Structures of Ge computed with Ansatz 0.2.0: plane-wave DFT with the PBEsol functional, PAW datasets made for PBE, scalar-relativistic, no spin polarization, cutoff 420 eV. Cell and atoms are relaxed at zero pressure within the starting symmetry; energies are relative to the lowest-energy structure listed, without zero-point motion.

| found from | space group number | atoms in cell | volume per atom (Å³) | over lowest (meV/atom) |
| --- | --- | --- | --- | --- |
| database cell | 227 | 2 | 22.84 | 0.0 |
| database cell | 194 | 8 | 22.82 | 7.0 |
| database cell | 194 | 4 | 22.81 | 16.0 |
| database cell | 96 | 12 | 20.39 | 110.0 |
| database cell | 148 | 8 | 20.50 | 115.0 |
| database cell | 206 | 8 | 20.88 | 115.0 |
| database cell | 141 | 2 | 18.34 | 165.0 |
| Sn type | 191 | 1 | 18.37 | 180.0 |
| changed type | 221 | 1 | 18.97 | 191.0 |
| changed type | 69 | 2 | 18.66 | 264.0 |
| changed type | 139 | 1 | 18.37 | 269.0 |
| Mg type | 194 | 2 | 18.35 | 270.0 |
| Ti type | 191 | 3 | 18.37 | 271.0 |
| In type | 139 | 1 | 18.53 | 274.0 |
| W type | 229 | 1 | 18.30 | 277.0 |
| Sm type | 166 | 3 | 18.44 | 278.0 |
| W type | 223 | 8 | 18.84 | 339.0 |

The column "over lowest" is the energy $E$ of each structure above diamond-type Ge in PBEsol, and $V$ is the volume per atom. "Found from" records only the starting cell, so the structures are named here from space group and atom count: the "Sn type" row is simple hexagonal, and the "W type" rows are bcc (229) and A15 (223). The energies come in steps, and the steps follow how far each structure departs from four tetrahedral bonds. First the stacking changes, then the bond angles, then the number of neighbours $z$.

## Rows 1–3: diamond, 4H and 2H

Germanium has four valence electrons. With four neighbours at tetrahedral angles, the s and p orbitals form four bonding states per pair of atoms, the electrons fill exactly these, and the antibonding states stay empty. That standard argument is why diamond is lowest although it is the most open structure in the table. The 4H cell (group 194, 8 atoms) and the 2H cell (194, 4 atoms) keep nearly the same tetrahedra and differ mainly in how double layers are stacked. Where the stacking is hexagonal, the bonds between layers are eclipsed instead of staggered, at a small cost.

A chain of signs turns this into a model. Each double layer gets $\sigma=\pm1$ for its direction of shift, and adjacent layers contribute $-J_1\sigma\sigma'$. All neighbours agree in diamond, all disagree in 2H and half disagree in 4H. A double layer holds two atoms per surface cell, so per atom

$$E_{2H}=J_1,\qquad E_{4H}=\tfrac12 J_1 .$$

The unrounded 2H energy sets $J_1=16.2$ meV. The 4H row, which was not used for this, is then predicted at 8.1 meV and computed at 7.4 meV. The shortfall is well inside 4 meV/atom, the tolerance used throughout this text, so a coupling between second layers is not established. That tolerance is a figure for metals from the data makers' tests on other systems, not an error measured in these runs. The geometry tells the same story: the stretch of $c/a$ beyond the ideal ratio in 4H is about half of that in 2H. The relaxed edges, 4.004 and 13.145 Å for 4H and 3.996 and 6.598 Å for 2H, give 0.47; the 0.55 in the printed output rests on slightly different 2H edges.

The same constant prices the planar defects of a Ge layer. An intrinsic stacking fault reverses one sign in a chain of equal signs, which breaks two adjacent pairs at $2J_1$ each, over the area $A$ of one (111) surface cell:

$$\gamma=\frac{4J_1}{A}=\frac{4\times16.2\ \text{meV}}{13.94\ \text{Å}^2}=4.65\ \text{meV/Å}^2\approx 74\ \text{mJ/m}^2 .$$

A twin boundary breaks one pair and costs half of this. An error of 4 meV/atom in the 2H energy would shift the fault energy by 18 mJ/m², and the measured value, roughly recalled, is about 60 mJ/m². Faults and twins are cheap structural mistakes in Ge, because no bond is broken or strongly bent. Hydrostatic stress is no lever against them: diamond and 2H differ by only 0.03 Å³ per atom.

One fault of the method sits in these rows. The calculation closes the gap of diamond and 2H and leaves 4H with at most 0.006 eV on its mesh, whereas real diamond Ge has a gap of roughly 0.7 eV (recalled). This is the known error of semilocal functionals, in runs that also lack spin-orbit coupling, so these runs are no guide to band edges. The closure concerns few states, as the smearing entropy of under 1 meV/atom indicates, and it is common to all three cells, which argues that their energy differences suffer little.

## Rows 4–6: ST12, R8 and BC8

These three nets (groups 96, 148 and 206) are still four-coordinated but take up 9 to 11% less volume per atom than diamond. They gain density by bending the angles between bonds, which folds the network and brings non-bonded atoms closer. Bent bonds overlap less well than straight sp³ bonds, the standard cause of the step up to 110–115 meV. The table shows the size of the step, while the angle strain is an argument from the known structures.

A comparison with plain compression shows that density alone does not account for it. Diamond squeezed along a Birch–Murnaghan curve, with a roughly recalled bulk modulus of 60 to 75 GPa, reaches the volume of ST12 for 61 to 76 meV. For BC8, the least dense of the three, the squeeze costs still less, under half of the computed energy. All three therefore lie above compressed diamond at their own volumes.

The order within the group deserves little weight. R8 and BC8 differ by 0.6 meV before rounding and are unresolved. ST12 leads R8 by 4.7 meV, barely outside the tolerance, it was run with a narrower smearing (0.02 against 0.1 eV) and its own k mesh, and it is in a different electronic state: it has a gap of 0.45 eV on its mesh, while the bands of R8 and BC8 overlap, an overlap that semilocal functionals tend to exaggerate. As computed, the densest of the three is the least costly, the reverse of what a volume rule would give, but the margin is too small to build on.

## Rows 7–9: β-tin, simple hexagonal, simple cubic

From β-tin (group 141) downward the volume collapses to about 18–19 Å³. With six or eight neighbours, four electrons can no longer give each contact a pair, so the bonds become longer and individually weaker: 2.667 Å in simple cubic against 2.457 Å in diamond. The β-tin structure is the gentlest way to make this change, since it flattens the diamond tetrahedron and adds two slightly more distant neighbours. It is the lowest dense row. Relaxation keeps the starting symmetry of every cell in the table, and no row was tested for stability, so some may be saddle points. From β-tin to A15 every structure is metallic on its mesh, with zero gap and strongly overlapping bands, as expected once the electrons no longer fill a separate set of bonding states.

Pressure adds $PV$ to the energy and rewards small volume. With volumes held fixed, β-tin overtakes diamond when

$$P=\frac{E}{V_{\text{diamond}}-V}=\frac{165\ \text{meV}}{(22.84-18.34)\ \text{Å}^3}=36.7\ \text{meV/Å}^3\approx5.9\ \text{GPa},$$

with 1 GPa Å³ equal to about 6.2 meV. Letting diamond compress raises this to between 6 and 8 GPa, depending on how stiff β-tin is taken to be. The measured pressure is roughly 10 GPa (recalled). The estimate has no temperature, no zero-point motion and a borrowed modulus, and the PAW datasets were made for PBE, not for PBEsol; beyond that, PBEsol is known to over-favour the dense metal, which acts in the same direction as the shortfall.

The straight line from diamond to β-tin in the $E$–$V$ plane also places the middle group. ST12, R8 and BC8 lie 20, 29 and 43 meV above it, so in the fixed-volume estimate none is the lowest phase at any pressure. This agrees with their well-known origin as trapped products when β-tin Ge is unloaded and the way back to diamond is too slow. For ST12 the exclusion leans on β-tin being about as compressible as the four-coordinated nets: ST12 crosses diamond at 7.2 GPa with fixed volumes, so in the rigid β-tin limit near 8 GPa it could claim a window of its own.

Neighbour count does not order this stretch. Simple hexagonal, with eight neighbours, lies at 180 meV, below simple cubic with six at 191 meV. Simple cubic is also the most open of all the dense rows. A guess is that its right-angle network gives up tetrahedral bonding without collecting the packing gain of its two companions; nothing here tests that.

## Rows 10–16: the plateau at 264–278 meV

Seven structures fall within 14 meV. The lowest of them, in group 69, leads the next by about 5 meV, at the edge of the tolerance, and from there on neighbouring rows are not resolved. They include hcp, the Ti-type omega cell, the In-type cell, bcc and the Sm-type stacking, all with a nominal average of 12 to 14 neighbours (omega mixes sites with 11 and 14). Volume is not what lifts them: bcc and β-tin differ by 0.04 Å³, yet bcc lies 112 meV higher. Across the eleven dense rows the rank correlation of energy with volume is 0.15. With the nominal $z$ it is 0.85 for the nine rows with an assigned count, but that figure mainly records the gap between the six- to eight-neighbour rows and the rest, not an order within either group.

The standard reason concerns the shape of the s–p band. Close packing is full of triangles of atoms, and such three-membered rings skew the density of states so that bonding is strongest when the band is well under half full. Tetrahedral networks, with no triangles and with few but strongly directed bonds, split the band into a lower and an upper part, which pays best at exactly half filling, the four electrons of Ge. Once every atom sits in a cage of roughly a dozen neighbours, the detail of the cage often matters little, hence a plateau, though A15 in the last row is an exception. This is theory, and it fits the place of the plateau far above the tetrahedral nets. Triangles alone do not set the whole order: simple hexagonal is built from triangular layers, yet it lies below simple cubic, which has no triangles of nearest neighbours.

The printed output after this text lists three fits to 15 rows: energy proportional to the volume lost relative to diamond, the same with an added term in $z-4$, and one mean for each of four bonding families. Their rms errors are 45, 27 and 16 meV, all above the tolerance; in the family fit most of the squared error comes from A15 alone, which also raises the mean of its family. The volume and neighbour terms trade against each other, so their constants carry no physical meaning, and the families were drawn on the steps that they describe. The two "changed type" rows in groups 69 and 139 were left out because neither their symmetry nor a type name gives a neighbour count. Their energies sit on the plateau.

## Row 17: A15

A15 lies 67 meV above the mean of the plateau and is the worst row of all three fits. Symmetry fixes its distances once the volume is known. Six of its eight atoms sit in straight chains with two neighbours at 2.66 Å, as short as a simple-cubic bond, while eight others are as far as 3.26 Å. The likely cause, a guess, is that the short contacts are compressed and the long ones weakly bonding, a mismatch that transition metals offset with d bonding along the chains and Ge, with its filled d shell, does not.

The neighbouring elements follow from the same balance between directed bonds and packing. Silicon, with stronger s–p overlap, keeps diamond lowest and has the same families above it. In tin the overlap is weaker and diamond and β-tin are nearly level, and in lead, where relativity pulls the s level down out of the bonding, close packing wins. Removing an electron instead, as in aluminium, takes the band below half filling, and close-packed structures like those of the plateau move to the bottom of the list. Gallium, the direct neighbour of Ge, shows that the electron count is not the whole story: it also has three valence electrons, yet its stable crystal keeps one short bond per atom and is not close-packed.

The analysis program printed:

```
Rounding 0.5 meV and 0.005 A^3; stated tolerance for metals 4 meV/atom; kT(300 K) = 25.9 meV
row       z     V/A^3 E/meV  dE/dV GPa  above tie line  residuals/meV: volume, vol+z, family
diamond    4.0  22.84    0       -       +0.0           +0    +0   -7.7
4H         4.0  22.82    7       -       +6.3           +6    +6   -0.7
2H         4.0  22.81   16       -      +14.9          +14   +15   +8.3
ST12       4.0  20.39  110     7.2      +20.2          -29   +18   -3.3
R8         4.0  20.50  115     7.9      +29.2          -18   +28   +1.7
BC8        4.0  20.88  115     9.4      +43.1           +4   +42   +1.7
beta-tin   6.0  18.34  165     5.9       +0.0          -90   -31  -13.7
s.hex      8.0  18.37  180     6.5      +16.1          -73   -42   +1.3
s.cubic    6.0  18.97  191     7.9      +49.1          -28   +19  +12.3
Fmmm         ?  18.66  264    10.1     +110.7          +27     -  -20.8
bct          ?  18.37  269     9.6     +105.1          +16     -  -15.8
hcp       12.0  18.35  270     9.6     +105.4          +16    -8  -14.8
omega     12.0  18.37  271     9.7     +107.1          +18    -6  -13.8
In type   12.0  18.53  274    10.2     +116.0          +30    +3  -10.8
bcc       14.0  18.30  277     9.8     +110.5          +20   -30   -7.8
Sm type   12.0  18.44  278    10.1     +116.7          +29    +3   -6.8
A15       13.5  18.84  339    13.6     +192.3         +112   +59  +54.2
Fits use 15 rows; Fmmm and bct left out (z unknown); vol+z implies z = 11.8, 11.4
volume only: p = 56.6 meV/A^3; vol+z: p = 37.4 meV/A^3, q = 13.8 meV per neighbour
family means (ideal 4, bent 4, 6-8, 12-14): 7.7 113.3 178.7 284.8 meV
volume only (1 constants): rms 45.4 meV, worst A15 +112 meV
vol+z (2 constants): rms 26.7 meV, worst A15 +59 meV
family (4 constants): rms 16.4 meV, worst A15 +54 meV
dense rows: V span 0.67 A^3, E span 174 meV; rank corr. E-V 0.15 (11 rows), E-z 0.85 (9 rows)
Fmmm to Sm type: mean 271.9, span 14 meV; A15 above that mean 67; bcc - beta-tin 112 meV at dV -0.04 A^3
volume loss vs diamond: ST12 10.7%, R8 10.2%, BC8 8.6%, beta-tin 19.7%
distances/A: diamond 2.457; s.cubic 2.667; bcc 2.875, 3.320; ideal hcp 2.961
A15 chain atom distances/A: 2 at 2.661, 4 at 2.975, 8 at 3.259
unrounded E/meV: 4H 7.36, 2H 16.19, ST12 109.90, R8 114.57, BC8 115.14; BC8 - R8 0.58, R8 - ST12 4.67
4H/2H: table 0.44, unrounded 0.45, model 0.50; 4H minus half of 2H -0.73 meV/atom
c/a excess over ideal 1.6330 per two layers: 4H 0.0085, 2H 0.0154, ratio 0.55
per bilayer J1 = 16.2, J2 = -0.73 meV; area 13.94 A^2
stacking fault 71, twin 34 mJ/m^2 (J2 = 0: 74, 37); 4 meV/atom in 2H alone moves J1 terms by 18, 9
B = 60 GPa: diamond squeezed to ST12, R8, BC8, beta-tin volume costs 61 55 37 252 meV
   diamond to beta-tin: 6.1 GPa if both have this B, 8.2 GPa if beta-tin is rigid
B = 75 GPa: diamond squeezed to ST12, R8, BC8, beta-tin volume costs 76 69 47 315 meV
   diamond to beta-tin: 6.1 GPa if both have this B, 7.5 GPa if beta-tin is rigid
fixed volumes: lowest enthalpy in 0-15 GPa only beta-tin, diamond ; crossing 5.9 GPa
```
